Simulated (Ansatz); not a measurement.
V:

```
V
1.0
    -1.51435    1.51435    1.51435
     1.51435   -1.51435    1.51435
     1.51435    1.51435   -1.51435
V
1
Direct
  0.00000 0.00000 0.00000
```

A run of Ansatz 0.2.0 on this cell left the log below. Logs are shortened: lines on timing, memory, paths and dates and some standing lists are left out, and cuts for length are marked.

```text
Warning: RAYON_NUM_THREADS=2 ignored (pool sized by the plan → 2); use --threads N
The last accepted step is kept in <dir> (removed where the run ends without a failure and the disk answers)
LAPW: plane waves up to 8.508 Å⁻¹, error target 1.0e-3 eV per atom; small_component_spin mean_spin; V in spheres of 1.272 Å, 13 of its electrons in bands, Dirac shells [] (how accurate: hamiltonian.pseudopotentials.lapw.basis_error, Limitations)
Engine: ansatz 0.2.0, x86_64-unknown-linux-gnu
Pseudopotentials: kind: all_electron
Pseudopotential: V, LAPW, valence charge 13, lapw/all_electron/scalar/gaussian/V, Koelling and Harmon's equation, gaussian nucleus
Functional definition: PBEsol
  exchange = pbesol_x
  correlation = pbesol_c
Crystal: 1 atoms, lattice volume = 13.891 Å³
Basis set: ecut = 275.8092539029317 eV, 141 PW (Γ), exchange–correlation at level 2
Bands: 12, of which v1, the nominal top of the filled ones, is band 7 counted from 1 (6 counted from 0)
Symmetry: 48 space group operations
Space group: Im-3m (ITA 229), of the structure as read, at distance tolerance 2.4e-5 Å
Magnetic group: BNS 229.140 (UNI 1642), of the structure as read, at distance tolerance 2.4e-5 Å
k-points: 72 of 1728
Non-local potential: V, projectors of the file, none
Initial density: superposition of atomic densities (chi_scale 0.1, normalization cell)
Starting moments: Σ|m| = 2 μB on 1 of 1 site
Initial wavefunctions: plane waves of lowest kinetic energy (no species holds an atomic orbital)
Functional: x = pbesol(κ = 0.804, μ = 0.12345679012345678), c = pbesol(β = 0.046)
iter 1 solved again at ethr=3.50e-4 eV; its pass at ethr=1.00e-1 eV (dr2=4.55e-2 eV) is discarded
SCF iter   1: F=—  HF=-25804.093793 eV  |F-HF|=—  |Δ(HF+E_count)|=         —  Δρ=4.07e-2 (↑4.07e-2 ↓2.90e-2)  dr2=4.59e-2  dr2_m=1.42e-1  M=1.214 μB ∫|m|=1.214 μB  β_m=0.30  ethr=3.50e-4  ⟨swp⟩=2.9  Hψ=12110  notcnv=0
Mixer restart at iter 1: flushing history
preconditioner: auto → none  [metal: Δε(μ)=0.021 eV  Ē_g=8.787 eV  σ=0.050 eV  W_gap=0.10  n_scr=0 (ndim 8)  ℏωp=22.3 eV  f_vac=0.000  D(μ)=1.36/eV (n_scr^D=18)]
SCF iter   2: F=—  HF=-25805.257193 eV  |F-HF|=—  |Δ(HF+E_count)|=         —  Δρ=6.28e-2 (↑6.28e-2 ↓5.92e-2)  dr2=4.66e-3  dr2_m=4.72e-1  M=0.318 μB ∫|m|=0.318 μB  β_m=1.00  ethr=3.50e-4  ⟨swp⟩=2.4  Hψ=5410  notcnv=0
[... 63 lines left out ...]
the starting moments were not kept: the SCF closed with an absolute magnetisation of 3.3e-9 μB, where they sum to 2 μB in size (1 site). That is at most 0.1 of that sum. Measured as dr2_m measures the in/out step, that magnetisation stands 2.3e-18 eV from none, at or under the dr2_threshold of 1.0e-7 eV: it is no larger than a step whose dr2_m would equal this threshold.
SCF 5 converged in 3 iterations: F = -25804.975385 eV  dr2 = 2.69e-10
relax step   5: F+E_penalty+E_count = -25804.97538542 eV  Δ(F+E_penalty+E_count) = -1.490e-6 eV  max|allowed force component| = 0.000e0 eV/Å  Δτ_max = 0.0000 Å  P = +4.987 GPa  Ω = 12.618 Å³  stress off target by 1.33e-2 GPa  SCF on the basis re-selected at this cell (its energy is not comparable with the rows above)  (3 SCF iters)
basis re-selected at this cell: Δ(F+E_penalty+E_count) = -1.490e-6 eV, ΔP = +0.000 GPa vs the last step (what re-selecting the basis moved, after the strain that the cell walked since its last selection, with what the two solves' SCF thresholds leave and, on support functions, any second-order correction that the steps lacked; it is no measure of the basis error at this ecutwfc). This SCF's stress stands 1.33e-2 GPa from its target on what of the cell is left free (relax.cell.stress_tol is 5.00e-2 GPa) and its largest allowed force component is 0.00e0 eV/Å (relax.f_tol is 2.00e-2 eV/Å): within both
SCF converged after 3 iterations
Magnetization: 0.0000 μB (6.5000 up, 6.5000 down)
Absolute magnetization: 0.0000 μB (∫|ρ↑−ρ↓|)
Spin contamination: 0.0000 ħ² per cell (⟨S²⟩ above its minimum at these occupations)
Per-site moments (μB) at R_I (Å): [(2.715664138008833e-9, 1.2320095579733303)]
Free energy (F): -25804.975385 eV
Harris-Foulkes:  -25804.975385 eV  (|F-HF|=1.22e-9)
Internal energy: -25804.958271 eV  (E = F + TS)
E sigma→0 (E₀):  -25804.966828 eV
Entropy (-TS):   -0.017115 eV (-17.115 meV/atom)
Fermi energy:    18.246111 eV
--- Per-component energies (eV) ---
  E_band       = -120.281146
  E_kinetic    = 26077.167429
  E_xc         = -1209.445185
  E_electrostatic = -50672.680515  (all electrons and nuclei)
  E_smearing   = -0.017115  (= −TS)
  E_closure    = 0.000000  (closes the sum)
  E_atoms      = -25795.926988  (free atoms, spherical and without spin; not in F)
  Σ components = -25804.975385   (vs F -25804.975385, Δ=0.00e0)
  Basis errors (estimates in eV, not in F): energy 2.6e-4 per atom: plane waves 2.3e-4 (1.3e-4 summed), levels above the bands 1.5e-96, relativity 9.3e-9, radial functions 2.0e-5, core shells 5.1e-7; eigenvalues (radial functions only) 7.8e-7; not estimated: angular momenta, meshes, grids; target (lapw.basis_error) 1.0e-3; muffin-tin radii V 1.232 Å
--- Forces (eV/Å), atoms counted from 1 ---
  atom   1  V     -0.00000000    -0.00000000     0.00000000
  max |Σ_I F_I| component: 4.27e-31 eV/Å
--- Stress (GPa, compression-positive) ---
        4.986716       0.000000       0.000000
        0.000000       4.986716       0.000000
        0.000000       0.000000       4.986716
  P = ⅓ Tr σ = 4.9867 GPa (49.867 kbar)
--- Relaxed structure (4 steps of the walk, 4 accepted, 1 SCFs on fresh bases) ---
  F+E_penalty+E_count = -25804.97538542 eV   max|allowed force component| = 0.000e0 eV/Å   (the final SCF, on the basis selected at the relaxed cell)
  cell:  # Å, volume = 12.6181 Å³
    - [-1.4666001248233203, 1.4666001248233203, 1.4666001248233203]
    - [1.4666001248233203, -1.4666001248233203, 1.4666001248233203]
    - [1.4666001248233203, 1.4666001248233203, -1.4666001248233203]
  atoms:
    - { symbol: V, position: [0.0, 0.0, 0.0] }
```

**Question.** What input gives this log?

**Answer.** Relaxation of cell and atoms with PBEsol, collinear spin, ferromagnetic start. The files as run (others can give the same):

input.yaml
```yaml
crystal:
  lattice:
    - [-1.51435, 1.51435, 1.51435]
    - [1.51435, -1.51435, 1.51435]
    - [1.51435, 1.51435, -1.51435]
  atoms:
    - { symbol: V, position: [0.0, 0.0, 0.0], spin: 2.0 }
kpoints:
  mp_grid: { grid: [12, 12, 12] }
scf:
  occupations: { method: fermi_dirac, width: 0.05 }
hamiltonian:
  xc: pbesol
  pseudopotentials: { kind: all_electron, lapw: { basis_error: 0.001 } }
magnetization:
  spin_polarized: true
output:
  forces: true
  stress: true
relax:
  f_tol: 0.02
  max_steps: 60
  cell: { p_target: 5 }
```

Potentials or basis: all-electron LAPW, scalar-relativistic.
The run is started by
```console
$ ansatz run input.yaml --threads 2 --pin off --max-ram 6144MiB --backend cpu --events-out ev --progress --plain --runs-dir out
```

Caveat: the starting moments weren't kept.
